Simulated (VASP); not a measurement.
# CaO (I4/mmm) in VASP: a series of runs

The runs below take CaO through single point, with PBE.

Everything below comes from runs of VASP 6.6.1. Logs are shortened: lines on timing, memory, paths and dates and some standing lists are left out, and cuts for length are marked.

### Step 1. The crystal as given

The structure is tetragonal, space group I4/mmm (No. 139). The conventional cell has a = 3.335 Å, b = 3.335 Å, c = 17.027 Å, α = 90.00°, β = 90.00°, γ = 90.00°. Around Ca (site symmetry 4mm) lie 5 O at 2.36 Å. O (site symmetry 4mm) is surrounded by 5 Ca at 2.36 Å.

The cell comes from a database or a generator and needn't be the stable form of this composition.

### Step 2. Single point, PBE

Input file INCAR:

```
SYSTEM = CaO
  PREC = Accurate
  ENCUT = 450
  EDIFF = 1E-7
  ISMEAR = 0
  SIGMA = 0.02
  LREAL = .False.
  LASPH = .True.
  NELM = 60
  ALGO = Normal
  ISIF = 2
  LWAVE = .False.
  LCHARG = .False.
  GGA = PE
  NBANDS = 24
```

Input file KPOINTS:

```
regular mesh
0
Gamma
  5 5 5
  0 0 0
```

Input file POSCAR:

```
CaO
1.0
   -1.6676340000      1.6676340000      8.5134920000
    1.6676340000     -1.6676340000      8.5134920000
    1.6676340000      1.6676340000     -8.5134920000
Ca O
2 2
Direct
    0.6795970000      0.6795970000      0.0000000000
    0.3204030000      0.3204030000      0.0000000000
    0.8181860000      0.8181860000      0.0000000000
    0.1818140000      0.1818140000      0.0000000000
```

Potentials or basis: VASP PAW PBE potentials, release 64 (Ca_sv_GW, O_GW).

Command:

```console
$ cat potpaw_PBE.64/Ca_sv_GW/POTCAR potpaw_PBE.64/O_GW/POTCAR > POTCAR
$ mpirun -np 1 vasp_std > vasp.out
```

OUTCAR:

```text
SYSTEM = CaO
   PREC = Accurate
   ENCUT = 450
   EDIFF = 1E-7
   ISMEAR = 0
   LREAL = .False.
   LASPH = .True.
   NELM = 60
   ISIF = 2
   GGA = PE

 ion  position               nearest neighbor table
   1  0.680  0.680  0.000-   4 2.36   4 2.36   4 2.36   4 2.36   3 2.36   2 3.36   2 3.36   2 3.36
                             2 3.36
   2  0.320  0.320  0.000-   3 2.36   3 2.36   3 2.36   3 2.36   4 2.36   1 3.36   1 3.36   1 3.36
                             1 3.36
   3  0.818  0.818  0.000-   2 2.36   2 2.36   2 2.36   2 2.36   1 2.36
   4  0.182  0.182  0.000-   1 2.36   1 2.36   1 2.36   1 2.36   2 2.36

  LATTYP: Found a body centered tetragonal cell.
 ALAT       =     3.3352680000
 C/A-ratio  =     5.1051321813

  Lattice vectors:

 A1 = (  -1.6676340000,   1.6676340000,   8.5134920000)
 A2 = (   1.6676340000,  -1.6676340000,   8.5134920000)
 A3 = (   1.6676340000,   1.6676340000,  -8.5134920000)

Analysis of symmetry for initial positions (statically):
=====================================================================
 Subroutine PRICEL returns:
 Original cell was already a primitive cell.

 Routine SETGRP: Setting up the symmetry group for a
 body centered tetragonal supercell.

 Subroutine GETGRP returns: Found 16 space group operations
 (whereof 16 operations were pure point group operations)
 out of a pool of 16 trial point group operations.

The static configuration has the point symmetry D_4h.

Analysis of symmetry for dynamics (positions and initial velocities):
=====================================================================
 Subroutine PRICEL returns:
 Original cell was already a primitive cell.

 Routine SETGRP: Setting up the symmetry group for a
 body centered tetragonal supercell.

 Subroutine GETGRP returns: Found 16 space group operations
 (whereof 16 operations were pure point group operations)
 out of a pool of 16 trial point group operations.

The dynamic configuration has the point symmetry D_4h.

 Subroutine INISYM returns: Found 16 space group operations
 (whereof 16 operations are pure point group operations),
 and found     1 'primitive' translations

----------------------------------------------------------------------------------------

                                     Primitive cell

  volume of cell :      94.7042

  direct lattice vectors                    reciprocal lattice vectors
    -1.667634000  1.667634000  8.513492000     0.000000000  0.299825981  0.058730307
     1.667634000 -1.667634000  8.513492000     0.299825981  0.000000000  0.058730307
     1.667634000  1.667634000 -8.513492000     0.299825981  0.299825981  0.000000000

  length of vectors
     8.834112992  8.834112992  8.834112992     0.305523924  0.305523924  0.424017969

  position of ions in fractional coordinates (direct lattice)
     0.679597000  0.679597000  0.000000000
     0.320403000  0.320403000  0.000000000
     0.818186000  0.818186000  0.000000000
     0.181814000  0.181814000  0.000000000

  ion indices of the primitive-cell ions
   primitive index   ion index
                 1           1
                 2           2
                 3           3
                 4           4

----------------------------------------------------------------------------------------

 KPOINTS: regular mesh

Automatic generation of k-mesh.
 Grid dimensions read from file:
 generate k-points for:    5    5    5

 Generating k-lattice:

  Cartesian coordinates                     Fractional coordinates (reciprocal lattice)
     0.000000000  0.059965196  0.011746061     0.200000000  0.000000000 -0.000000000
     0.059965196  0.000000000  0.011746061     0.000000000  0.200000000 -0.000000000
     0.059965196  0.059965196  0.000000000     0.000000000  0.000000000  0.200000000

  Length of vectors
     0.061104785  0.061104785  0.084803594

  Shift w.r.t. Gamma in fractional coordinates (k-lattice)
     0.000000000  0.000000000  0.000000000

 Subroutine IBZKPT returns following result:
 ===========================================

 Found     18 irreducible k-points:

 Following reciprocal coordinates:
            Coordinates               Weight
  0.000000  0.000000  0.000000      1.000000
  0.200000  0.000000 -0.000000      8.000000
  0.400000  0.000000 -0.000000      8.000000
  0.200000  0.200000 -0.000000      8.000000
  0.400000  0.200000 -0.000000     16.000000
 -0.400000  0.200000  0.000000     16.000000
[... 10 lines left out ...]
 -0.400000  0.400000  0.400000      4.000000
 -0.400000 -0.400000  0.400000      2.000000
   k-points           NKPTS =     18   k-points in BZ     NKDIM =     18   number of bands    NBANDS=     24
   number of dos      NEDOS =    301   number of ions     NIONS =      4
   total plane-waves  NPLWV = 262144
   dimension x,y,z NGX =    64 NGY =   64 NGZ =   64
   dimension x,y,z NGXF=   128 NGYF=  128 NGZF=  128
   ions per type =               2   2
   NGX,Y,Z   is equivalent  to a cutoff of  12.04, 12.04, 12.04 a.u.
   NGXF,Y,Z  is equivalent  to a cutoff of  24.09, 24.09, 24.09 a.u.
 SYSTEM =  CaO
   PREC   = accura    normal or accurate (medium, high low for compatibility)
   ISTART =      0    job   : 0-new  1-cont  2-samecut
   ICHARG =      2    charge: 1-file 2-atom 10-const
   ISPIN  =      1    spin polarized calculation?
   LNONCOLLINEAR =      F non collinear calculations
   LSORBIT =      F    spin-orbit coupling
   LASPH  =      T    aspherical Exc in radial PAW
   ENCUT  =  450.0 eV  33.07 Ry    5.75 a.u.  15.28 15.28 15.28*2*pi/ulx,y,z
   NELM   =     60;   NELMIN=  2; NELMDL= -5     # of ELM steps
   EDIFF  = 0.1E-06   stopping-criterion for ELM
   LREAL  =      F    real-space projection
   EDIFFG = 0.1E-05   stopping-criterion for IOM
   NSW    =      0    number of steps for IOM
   IBRION =     -1    ionic relax: 0-MD 1-quasi-New 2-CG
   NFREE  =      0    steps in history (QN), initial steepest desc. (CG)
   ISIF   =      2    stress and relaxation
   ISYM   =      2    0-nonsym 1-usesym 2-fastsym
   POTIM  = 0.5000    time-step for ionic-motion
   TEBEG  =    0.0;   TEEND  =   0.0 temperature during run
   PSTRESS=    0.0 pullay stress
   NELECT =      32.0000    total number of electrons
   NUPDOWN=      -1.0000    fix difference up-down
   EMIN   =  10.00;   EMAX   =-10.00  energy-range for DOS
   EFERMI =   0.00;   METHOD = LEGACY
   ISMEAR =     0;   SIGMA  =   0.02  broadening in eV -4-tet -1-fermi 0-gaus
   EFERMI_NEDOS =   21; number of points for ismear=-14 and -15
   IALGO  =     38    algorithm
   IMIX   =      4    mixing-type and parameters
     AMIX     =   0.40;   BMIX     =  1.00
     AMIX_MAG =   1.60;   BMIX_MAG =  1.00
  volume/ion in A,a.u.               =      23.68       159.77
  Fermi-wavevector in a.u.,A,eV,Ry     =   1.140254  2.154768 17.690024  1.300180
  Thomas-Fermi vector in A             =   2.276957
   LORBIT       =      0    0 simple, 1 ext, 2 COOP (PROOUT), +10 PAW based schemes
   GGA     = PE    functional components
   LHFCALC =     F    Hartree Fock is set to
   AEXX    =    0.0000 exact exchange contribution
   IVDW    =     0    specifies the selected vdW correction
   LEPSILON=     F    determine dielectric tensor
   LRPA    =     F    only Hartree local field effects (RPA)
 non-spin polarized calculation
 Gauss-broadening in eV      SIGMA  =   0.02
  energy-cutoff  :      450.00
  volume of cell :       94.70
 maximum number of plane-waves:      2067
 NGX is ok and might be reduce to    64
   NGX = 31   NGY = 31   NGZ = 31

 number of electron      32.0000004 magnetization

 Free energy of the ion-electron system (eV)
  ---------------------------------------------------
  ext. energy  EPLUGINS =         0.00000000
  ---------------------------------------------------
  free energy    TOTEN  =       -34.71397223 eV

  energy without entropy =      -34.71397223  energy(sigma->0) =      -34.71397223

 E-fermi :   1.3684     XC(G=0):  -7.1799

 val. band max:        1.2230882077   @ k =   0.0000   0.0000   0.0000
 cond. band min:       3.3131516175   @ k =   0.0000   0.0000   0.0000
 fundamental gap:      2.0900634098
 Fermi energy:         1.3683569585

 k-point     1 :       0.0000    0.0000    0.0000
  band No.  band energies     occupation
      1     -36.7436      2.00000
      2     -36.6697      2.00000
      3     -18.1652      2.00000
      4     -17.8127      2.00000
      5     -17.6148      2.00000
      6     -17.6148      2.00000
[... 16 lines left out ...]
     23       8.0848      0.00000
     24       9.0338      0.00000

 k-point     2 :       0.2000    0.0000   -0.0000
  band No.  band energies     occupation
      1     -36.7219      2.00000
      2     -36.6619      2.00000
      3     -18.1979      2.00000
      4     -18.0307      2.00000
      5     -17.7146      2.00000
      6     -17.6808      2.00000
[... 16 lines left out ...]
     23       8.7209      0.00000
     24       9.1981      0.00000

 k-point     3 :       0.4000    0.0000   -0.0000
  band No.  band energies     occupation
      1     -36.6794      2.00000
      2     -36.6564      2.00000
      3     -18.4072      2.00000
      4     -18.3935      2.00000
      5     -17.8115      2.00000
      6     -17.7436      2.00000
[... 16 lines left out ...]
     23       8.9599      0.00000
     24       9.0752      0.00000

 k-point     4 :       0.2000    0.2000   -0.0000
  band No.  band energies     occupation
      1     -36.7021      2.00000
      2     -36.6534      2.00000
      3     -18.1995      2.00000
      4     -18.0466      2.00000
      5     -17.7494      2.00000
      6     -17.7336      2.00000
[... 16 lines left out ...]
     23       8.8468      0.00000
     24       9.0851      0.00000

 k-point     5 :       0.4000    0.2000   -0.0000
  band No.  band energies     occupation
      1     -36.6640      2.00000
      2     -36.6453      2.00000
      3     -18.2975      2.00000
      4     -18.2616      2.00000
      5     -17.8028      2.00000
      6     -17.7713      2.00000
[... 16 lines left out ...]
     23       8.9639      0.00000
     24       9.4817      0.00000

 k-point     6 :      -0.4000    0.2000    0.0000
  band No.  band energies     occupation
      1     -36.6640      2.00000
      2     -36.6453      2.00000
      3     -18.2975      2.00000
      4     -18.2616      2.00000
      5     -17.8028      2.00000
      6     -17.7713      2.00000
[... 16 lines left out ...]
     23       9.0401      0.00000
     24       9.4067      0.00000
[... 217 lines left out ...]
 k-point    15 :      -0.2000   -0.4000    0.2000
  band No.  band energies     occupation
      1     -36.7219      2.00000
      2     -36.6619      2.00000
      3     -18.1977      2.00000
      4     -18.0309      2.00000
      5     -17.7147      2.00000
      6     -17.6810      2.00000
[... 16 lines left out ...]
     23       8.8015      0.00000
     24       9.2877      0.00000

 k-point    16 :      -0.2000   -0.2000    0.2000
  band No.  band energies     occupation
      1     -36.7436      2.00000
      2     -36.6697      2.00000
      3     -18.1651      2.00000
      4     -17.8130      2.00000
      5     -17.6150      2.00000
      6     -17.6150      2.00000
[... 16 lines left out ...]
     23       8.0805      0.00000
     24       8.9343      0.00000

 k-point    17 :      -0.4000    0.4000    0.4000
  band No.  band energies     occupation
      1     -36.7219      2.00000
      2     -36.6619      2.00000
      3     -18.1978      2.00000
      4     -18.0310      2.00000
      5     -17.7146      2.00000
      6     -17.6810      2.00000
[... 16 lines left out ...]
     23       8.8243      0.00000
     24       9.3575      0.00000

 k-point    18 :      -0.4000   -0.4000    0.4000
  band No.  band energies     occupation
      1     -36.7436      2.00000
      2     -36.6697      2.00000
      3     -18.1651      2.00000
      4     -17.8131      2.00000
      5     -17.6149      2.00000
      6     -17.6149      2.00000
[... 16 lines left out ...]
     23       8.0738      0.00000
     24       8.9222      0.00000

------------------------ aborting loop because EDIFF is reached ----------------------------------------

  FORCE on cell =-STRESS in cart. coord.  units (eV):
  Direction    XX          YY          ZZ          XY          YZ          ZX
  --------------------------------------------------------------------------------------
  -------------------------------------------------------------------------------------
  Total       -1.2313478     -1.2313478     -0.8983780      0.0000000     -0.0000000      0.0000000
  in kB      -20.8315746    -20.8315746    -15.1984907      0.0000000     -0.0000000      0.0000000
  external PRESSURE =     -18.9538800 kB  Pullay stress =       0.0000000 kB

 VOLUME and BASIS-vectors are now :
 -----------------------------------------------------------------------------
  energy-cutoff  :      450.00
  volume of cell :       94.70
      direct lattice vectors                 reciprocal lattice vectors
    -1.667634000  1.667634000  8.513492000     0.000000000  0.299825981  0.058730307
     1.667634000 -1.667634000  8.513492000     0.299825981  0.000000000  0.058730307
     1.667634000  1.667634000 -8.513492000     0.299825981  0.299825981  0.000000000

 POSITION                                       TOTAL-FORCE (eV/Angst)
 -----------------------------------------------------------------------------------
      0.00000      0.00000     11.57149         0.000000      0.000000      0.063621
      0.00000      0.00000      5.45550        -0.000000     -0.000000     -0.063621
      0.00000      0.00000     13.93124        -0.000000     -0.000000     -0.008612
      0.00000      0.00000      3.09574         0.000000      0.000000      0.008612
 -----------------------------------------------------------------------------------
    total drift:                               -0.000000     -0.000000      0.000000

  FREE ENERGIE OF THE ION-ELECTRON SYSTEM (eV)
  ---------------------------------------------------
  free  energy   TOTEN  =       -34.7139722254 eV

  energy  without entropy=      -34.7139722254  energy(sigma->0) =      -34.71397223
```

Wall time 5.6 min (1 thread of Intel Xeon Platinum 8488C (Sapphire Rapids), shared host); peak memory 0.52 GiB.

What came out:

```yaml
Free_energy: -34.7140 eV
Largest_force: 0.064 eV/Å
Band_gap_on_the_k_mesh: 2.09 eV, direct
```

Forces in eV/Å, atoms in the order of the input:
```
Ca   0.000  0.000  0.064
Ca   0.000  0.000 -0.064
O    0.000  0.000 -0.009
O    0.000  0.000  0.009
```

Caveat: the k mesh is coarse (spacing up to 0.53 Å⁻¹), so the values aren't converged; the cutoff is under 1.25 times the usual one of these potentials, so pressure, stress and relaxed cells hold a basis-set (Pulay) error; an odd mesh through Γ misses points on the zone boundary, where band edges often lie. Expect the measured gap to be larger: semilocal functionals such as PBE lack the derivative discontinuity.

### Step 3. Single point, PBE

Input file INCAR:

```
SYSTEM = CaO
  PREC = Accurate
  ENCUT = 450
  EDIFF = 1E-6
  ISMEAR = 0
  SIGMA = 0.02
  LREAL = .False.
  LASPH = .True.
  NELM = 80
  ALGO = Fast
  ISIF = 2
  LWAVE = .False.
  LCHARG = .False.
  GGA = PE
```

Input file KPOINTS:

```
Automatic mesh
0
Gamma
  5 5 5
  0 0 0
```

POSCAR is that of step 2.

Potentials or basis: VASP PAW PBE potentials, release 64 (Ca_sv_GW, O_GW).

Command:

```console
$ cat potpaw_PBE.64/Ca_sv_GW/POTCAR potpaw_PBE.64/O_GW/POTCAR > POTCAR
$ mpirun -np 1 vasp_std > vasp.out
```

Run time: 3.3 min. Hardware: 1 thread of Intel Xeon 6975P-C (Granite Rapids), shared host; peak memory 0.55 GiB.

It converged, with:

| Property | Result |
| --- | --- |
| Free energy | -34.7140 eV |
| Largest force | 0.066 eV/Å |
| Band gap on the k mesh | 2.09 eV, direct |

Forces on the atoms (eV/Å):
```
Ca   0.000  0.000  0.066
Ca   0.000  0.000 -0.066
O    0.000  0.000 -0.009
O    0.000  0.000  0.009
```

Levels at points of the mesh, in eV from the valence-band top:
```csv
k point,band 12,band 13,band 14,band 15,band 16,band 17,band 18,band 19,band 20
"(0.00, 0.00, 0.00)",-0.87,-0.25,-0.25,0.00,0.00,2.09,4.02,5.26,6.53
```

Caveat: the k mesh is coarse (spacing up to 0.53 Å⁻¹), so the values aren't converged; the cutoff is under 1.25 times the usual one of these potentials, so pressure, stress and relaxed cells hold a basis-set (Pulay) error; an odd mesh through Γ misses points on the zone boundary, where band edges often lie.
